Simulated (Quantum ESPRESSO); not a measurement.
# MnO under changes of volume

One of the cells (10.999 Å³/atom); the others are scaled copies at fixed shape and fractional positions:

```
Mn O
1.0
     0.00000    2.22391    2.22391
     2.22391    0.00000    2.22391
     2.22391    2.22391    0.00000
Mn O
1 1
Direct
  0.00000 0.00000 0.00000
  0.50000 0.50000 0.50000
```

The cell is a database's computed one.

- Program: Quantum ESPRESSO 7.5
- Functional: LDA
- Potentials or basis: PseudoDojo 0.4.1 SR LDA standard
- Cutoff: 1306 eV
- Density cutoff: 5225 eV
- k mesh: 10 × 10 × 10
- Occupations: fermi-dirac, width 0.05 eV
- Spin: collinear spin, ferromagnetic start
- Starting moments: [4.0, 0.0] μB

| volume (Å³/atom) | energy over the lowest point (meV/atom) | pressure (GPa) | moment (μB per cell) |
| --- | --- | --- | --- |
| 10.339 | 0.00 | -11.6 | 4.42 |
| 10.559 | 17.00 | -13.1 | 4.51 |
| 10.779 | ? | ? | ? |
| 10.999 | 57.10 | -16.0 | 4.65 |
| 11.219 | 79.60 | -17.0 | 4.73 |
| 11.439 | 103.08 | -18.2 | 4.78 |
| 11.659 | 128.81 | -19.7 | 4.81 |

Q: What does the run at 10.779 Å³/atom give?

A: Energy over the lowest point 36.05 meV/atom; pressure -14.6 GPa; moment 4.58 μB per cell.

Worked out: A Birch-Murnaghan fit of order 3 (a polynomial in V^(-2/3)) to the other rows has no minimum within the range. It gives 36.20 meV/atom at 10.779 Å³/atom, against the run's 36.05, and -dE/dV = -14.5 GPa, against -14.6. A parabola through the other rows of the moment, of slope 0.345 μB per Å³/atom there, gives 4.59 μB, against the run's 4.58.

Energies are extrapolated to zero smearing.

Caveats: a cell with one magnetic atom can't hold antiferromagnetic order, which such compounds often take.
